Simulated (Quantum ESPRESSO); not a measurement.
AlN, 4 atoms in the cell. The structure is hexagonal, space group P6_3mc (No. 186). Conventional cell: a = 3.113 Å, b = 3.113 Å, c = 4.981 Å, α = 90.00°, β = 90.00°, γ = 120.00°. Around Al (site symmetry 3m) lie 4 N at 1.89 Å. N (site symmetry 3m) is surrounded by 4 Al at 1.89 Å. 

- Program: Quantum ESPRESSO 7.5
- Task: Wannier functions
- Functional: LDA
- Potentials or basis: PseudoDojo 0.4.1 SR LDA standard
- Cutoff: 1143 eV
- Density cutoff: 4572 eV
- k mesh: 6 × 6 × 4
- Occupations: fermi-dirac, width 0.05 eV
- Spin: no spin polarisation
- Iterations: 0
- Form of the LDA correlation: PW92
- Mixing beta: 0.5
- Most SCF iterations: 120
- SCF threshold: 8e-10 Ry
- k mesh for the Wannier functions: 6 × 6 × 4

Potentials or basis: PseudoDojo 0.4.1 SR LDA standard.

The run is started by

```console
$ OMP_NUM_THREADS=1 pw.x -in pw.in > pw.out
$ OMP_NUM_THREADS=1 pw.x -in nscf.in > nscf.out
$ wannier90.x -pp w
$ OMP_NUM_THREADS=1 pw2wannier90.x -in pw2wan.in > pw2wan.out
$ wannier90.x w
$ OMP_NUM_THREADS=1 pw.x -in bands.in > bands.out
```

Hardware: 1 thread of Arm Neoverse V1, with other jobs on the host.

**Question.** Estimate the wall time of this run.

**Answer.** Run time: 2.5 min on 1 thread of Arm Neoverse V1, with other jobs on the host, peak memory 0.11 GiB. Counts: scf iterations 9, k pools 1, bands 14, k points 21, g dense 29383.
